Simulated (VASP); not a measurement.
Write the native input for VASP 6.6.1 that does the following.

```
Task                   : relaxation of cell and atoms
Functional             : PBE
Potentials or basis    : VASP PAW PBE potentials, release 64 (Si, C)
Cutoff                 : 600 eV
k mesh                 : 12 × 12 × 12
Occupations            : gaussian, width 0.03 eV
Spin                   : no spin polarisation
Further INCAR settings : ALGO = Normal; EDIFF = 1e-06; IBRION = 2; EDIFFG = -0.01; NSW = 90; ISIF = 3
```

The structure of SiC lies in POSCAR:

```
SiC
1.0
    0.0000000000      2.1192710500      2.1192710500
    2.1192710500      0.0000000000      2.1192710500
    2.1192710500      2.1192710500      0.0000000000
Si C
1 1
Direct
    0.0000000000      0.0000000000      0.0000000000
    0.5000000000      0.5000000000      0.5000000000
```

The cell was built by a generator and needn't be a form met in nature.

These files were run (other wordings do the same):

INCAR

```
PREC = Accurate ; ENCUT = 600
EDIFF = 1E-6 ; ISMEAR = 0
SIGMA = 0.03 ; LREAL = False
LASPH = True ; NELM = 80
ALGO = Normal ; ISIF = 3
LWAVE = False ; LCHARG = False
GGA = PE ; IBRION = 2
NSW = 90 ; EDIFFG = -0.01
```

KPOINTS

```
Automatic mesh
0
Gamma
  12 12 12
```

Potentials or basis: VASP PAW PBE potentials, release 64 (Si, C).

Command:

```console
$ cat potpaw_PBE.64/Si/POTCAR potpaw_PBE.64/C/POTCAR > POTCAR
$ mpirun -np 1 vasp_std > vasp.out
```

Results of the run:

```yaml
Relaxed_volume: 8.35 Å³/atom
Relaxed_cell: a = 2.869 Å, b = 2.869 Å, c = 2.869 Å, α = 60.00°, β = 60.00°, γ = 60.00°
Space_group_after_relaxing_to_0.05_Å: Fm-3m (No. 225)
Energy_gained_by_relaxing: 99.7 meV/atom
Ionic_steps: 3
Pressure_after_relaxing: 0.1 GPa
Band_gap_on_the_k_mesh: none (metal or under the smearing width)
```

Wall time 8.4 s on 1 thread of Intel(R) Xeon(R) 6975P-C (Granite Rapids), with other jobs on the host, peak memory 0.14 GiB.
